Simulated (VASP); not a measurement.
Input of a VASP 6.6.1 run:

The input INCAR:

```
SYSTEM = I
  PREC = Accurate
  ENCUT = 520
  EDIFF = 1E-6
  ISMEAR = -1
  SIGMA = 0.1
  LREAL = .FALSE.
  LASPH = .TRUE.
  NELM = 100
  ALGO = Normal
  ISIF = 2
  LWAVE = .FALSE.
  LCHARG = .FALSE.
  GGA = PS
  NBANDS = 10
```

Contents of KPOINTS:

```
Automatic mesh
0
G
  7 7 11
  0 0 0
```

The input POSCAR:

```
I
1.0
    2.5383470000     -3.7066250000      0.0000000000
    2.5383470000      3.7066250000      0.0000000000
   -1.6208750000      0.0000000000      2.3810980000
I
1
Direct
    0.5000000000      0.5000000000      0.5000000000
```

Potentials or basis: VASP PAW PBE potentials, release 64 (I).

Launch:

```sh
$ cat potpaw_PBE.64/I/POTCAR > POTCAR
$ mpirun -np 1 vasp_std > vasp.out
```

(1) What does it give for the band gap on the k mesh?

(2) Estimate the pressure.

## Answers

(1) none (metal or under the smearing width).

(2) -0.2 GPa.

Caveat: the PAW data sets were made with another functional, which shifts forces and pressure a little; an odd number of electrons without spin polarisation forces a metal; a magnetic or distorted state may lie lower.
